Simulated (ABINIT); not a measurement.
AlN:

```
Al N
1.0
     0.00000    2.03452    2.03452
     2.03452    0.00000    2.03452
     2.03452    2.03452    0.00000
Al N
1 1
Direct
  0.50000 0.50000 0.50000
  0.00000 0.00000 0.00000
```

Measurements of this composition are mostly on another form, of space group No. 186.

Base run:

```yaml
Program: ABINIT 10.8.3 (patched build)
Functional: PBE
Potentials_or_basis: JTH PAW PBE v2.0
Cutoff: 707 eV
k_mesh: 11 × 11 × 11
Occupations: fermi-dirac, width 0.05 eV
Spin: no spin polarisation
```

Its results: band gap on the k mesh 4.54 eV, indirect (least direct gap 5.39 eV); pressure 0.3 GPa.

Task: After a change of settings the same cell gave: band gap on the k mesh 4.48 eV, indirect (least direct gap 5.38 eV); pressure -3.4 GPa. Which change was it?
A. functional from PBE to PBEsol
B. functional from PBE to r2SCAN; cutoff from 707 eV to 844 eV; fine-grid cutoff from 1306.15 eV to 1442.2 eV
C. functional from PBE to LDA; potentials or basis from JTH PAW PBE v2.0 to JTH PAW LDA v2.0

Result: A.

PBEsol binds more tightly than PBE, so the same cell stands under less pressure.

Caveats: an odd mesh through Γ misses points on the zone boundary, where band edges often lie (some runs); the PAW data sets were made with another functional, which shifts forces and pressure a little (some runs); the mesh misses the band edges, which the band path finds closer together (some runs).
